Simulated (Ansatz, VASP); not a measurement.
This is a calculation of TaN for Ansatz 0.2.0.

Contents of input.yaml:

```yaml
crystal:
  lattice:
    - [3.0901382485, 0.0, 0.0]
    - [-1.5450691242, 2.6761382262, 0.0]
    - [0.0, 0.0, 5.005009005]
  atoms:
    - { symbol: Ta, position: [0.3333333333, 0.6666666667, 0.0] }
    - { symbol: Ta, position: [0.6666666667, 0.3333333333, 0.5] }
    - { symbol: "N", position: [0.3333333333, 0.6666666667, 0.385] }
    - { symbol: "N", position: [0.6666666667, 0.3333333333, 0.885] }
hamiltonian:
  xc: pbe
  pseudopotentials: { kind: paw }
kpoints:
  mp_grid: { grid: [10, 10, 6] }
scf:
  occupations: { method: fermi_dirac, width: 0.05 }
output:
  forces: true
  stress: true
  eigenvalues: true
```

Potentials or basis: Ansatz PAW.

Command:

```sh
$ ansatz run input.yaml --threads 1 --pin off --max-ram 3584MiB --backend cpu --events-out ev --progress --plain --runs-dir out
```

**Question.** Set up the same calculation for VASP 6.6.1. Potentials there: VASP PAW PBE potentials, release 64 (Ta_pv, N).

**Answer.** As run (the cutoff follows the program's own potentials):

Contents of INCAR:

```
PREC     = Accurate       # precision mode
ENCUT    = 520            # plane-wave cutoff, eV
EDIFF    = 1E-6           # SCF threshold, eV
ISMEAR   = -1             # smearing method
SIGMA    = 0.05           # smearing width, eV
LREAL    = F              # projectors in reciprocal space
LASPH    = T              # aspherical terms in the spheres
NELM     = 80             # most SCF steps
ALGO     = Normal         # electronic algorithm
ISIF     = 2              # what is computed and relaxed
LWAVE    = F              # write WAVECAR
LCHARG   = F              # write CHGCAR
GGA      = PE             # functional
NBANDS   = 24             # bands
```

KPOINTS

```
regular mesh
0
Gamma
  10 10 6
```

Contents of POSCAR:

```
TaN
1.0
    3.0901382485      0.0000000000      0.0000000000
   -1.5450691242      2.6761382262      0.0000000000
    0.0000000000      0.0000000000      5.0050090050
Ta N
2 2
Direct
    0.3333333333      0.6666666667      0.0000000000
    0.6666666667      0.3333333333      0.5000000000
    0.3333333333      0.6666666667      0.3850000000
    0.6666666667      0.3333333333      0.8850000000
```

Potentials or basis: VASP PAW PBE potentials, release 64 (Ta_pv, N).

Launch:

```console
$ cat potpaw_PBE.64/Ta_pv/POTCAR potpaw_PBE.64/N/POTCAR > POTCAR
$ mpirun -np 1 vasp_std > vasp.out
```

Both were run:

|  | VASP | Ansatz | Ansatz less VASP |
| --- | --- | --- | --- |
| gap on the k mesh at the Fermi level (eV) | none | none | - |
| rms of the force components (eV/Å) | 1.323 | 1.299 | -0.0237 |

Atom by atom the forces differ by 0.024 eV/Å (rms over components). A gap of «none» marks a metal or a gap that the smearing closes. The two sets of potentials don't hold the same shells in valence.

Caveats: forces of over 1 eV/Å show positions far from the minimum, so gaps and moduli don't describe the material at rest. The runs have no spin-orbit coupling, so splittings on Ta are missing.
